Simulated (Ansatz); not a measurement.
A plane-wave DFT run in Ansatz 0.2.0 (scalar-relativistic PAW potentials unless the input names others): input and command.

```yaml
crystal:
  lattice:
    - [0.0, 2.2695726, 2.2695726]
    - [2.2695726, 0.0, 2.2695726]
    - [2.2695726, 2.2695726, 0.0]
  atoms:
    - { symbol: Hf, position: [0.0, 0.0, 0.0] }
basis:
  ecutwfc: 420
kpoints:
  mp_grid: { grid: [16, 16, 16] }
hamiltonian:
  xc: lda
scf:
  occupations: { method: gaussian, width: 0.1 }
  lower_state_search: "off"
output:
  forces: true
  eigenvalues: true
  stress: true
```

```bash
ansatz run input.yaml --threads 1 --pin off --max-ram 1331MiB --backend cpu --events-out ev --progress --plain --runs-dir out
```

Abridged log:
```
Pseudopotentials: kind: paw
Pseudopotential: Hf, paw, valence charge 26, recommended cutoff 420 eV (normal)
Functional definition: SPW92
Crystal: 1 atom, lattice volume = 23.381 Å³
Basis set: ecut = 420 eV, 459 PW (Γ)
Bands: 17, of which v1, the nominal top of the filled ones, is band 13 counted from 1 (12 counted from 0)
Symmetry: 48 space group operations
Space group: Fm-3m (ITA 225), of the structure as read, at distance tolerance 2.9e-5 Å
k-points: 145 of 4096
Initial density: superposition of atomic densities (neutral atoms: chi_scale 0, normalization atom), corrected by the library's trained network
Initial wavefunctions: pseudopotential atomic-orbital guess
Functional: x = slater, c = lda
SCF iter   1: F=—  HF=-15476.693842 eV  |F-HF|=—  |Δ(HF+E_count)|=         —  Δρ=3.91e-3  dr2=1.73e-3  ethr=1.77e-3  ⟨swp⟩=4.8  Hψ=10409  notcnv=0
SCF iter   2: F=—  HF=-15476.693655 eV  |F-HF|=—  |Δ(HF+E_count)|=   1.87e-4  Δρ=2.39e-3  dr2=7.24e-4  ethr=6.66e-6  ⟨swp⟩=2.0  Hψ=4821  notcnv=0
SCF iter   3: F=—  HF=-15476.693699 eV  |F-HF|=—  |Δ(HF+E_count)|=   4.38e-5  Δρ=1.15e-3  dr2=2.47e-4  ethr=2.78e-6  ⟨swp⟩=2.0  Hψ=3449  notcnv=0  defer=3
SCF iter   4: F=—  HF=-15476.693664 eV  |F-HF|=—  |Δ(HF+E_count)|=   3.52e-5  Δρ=2.62e-4  dr2=8.58e-6  ethr=9.48e-7  ⟨swp⟩=2.0  Hψ=3745  notcnv=0  defer=4
SCF iter   5: F=—  HF=-15476.693663 eV  |F-HF|=—  |Δ(HF+E_count)|=   3.83e-7  Δρ=5.52e-5  dr2=4.55e-7  ethr=3.30e-8  ⟨swp⟩=2.1  Hψ=4378  notcnv=0  defer=1
SCF iter   6: F=—  HF=-15476.693663 eV  |F-HF|=—  |Δ(HF+E_count)|=   8.00e-8  Δρ=1.28e-5  dr2=1.82e-8  ethr=3.85e-10  ⟨swp⟩=6.6  Hψ=12562  notcnv=0
SCF iter   7: F=-15476.693663 eV  HF=-15476.693663 eV  |F-HF|=4.07e-10  |Δ(HF+E_count)|=   2.84e-8  Δρ=4.33e-6  dr2=3.28e-9  ethr=7.00e-11  ⟨swp⟩=4.9  Hψ=8472  notcnv=0
SCF 1 converged in 7 iterations: F = -15476.693663 eV  dr2 = 3.28e-9
SCF converged after 7 iterations
Free energy (F): -15476.693663 eV
Harris-Foulkes:  -15476.693663 eV  (|F-HF|=4.07e-10)
Internal energy: -15476.683615 eV  (E = F + TS)
E sigma→0 (E₀):  -15476.688639 eV
Entropy (-TS):   -0.010048 eV (-10.048 meV/atom)
Fermi energy:    18.453296 eV
--- Forces (eV/Å), atoms counted from 1 ---
  atom   1  Hf     0.00000000     0.00000000     0.00000000
--- Stress (GPa, compression-positive) ---
      -11.289932       0.000000       0.000000
        0.000000     -11.289932       0.000000
        0.000000       0.000000     -11.289932
  P = ⅓ Tr σ = -11.2899 GPa (-112.899 kbar)
```

Apart from outputs and empty bands, the input differs from a reference run on usual settings in scf.lower_state_search: not typed → "off". The reference, at the same geometry (not necessarily relaxed), gave pressure -11.29 GPa, largest force 0.000 eV/Å, no gap on the mesh. This run converged in 7 SCF iterations (reference: 7) with an energy at zero smearing within 0.01 meV/atom of the reference's, pressure -11.29 GPa, largest force 0.000 eV/Å, no gap on the mesh.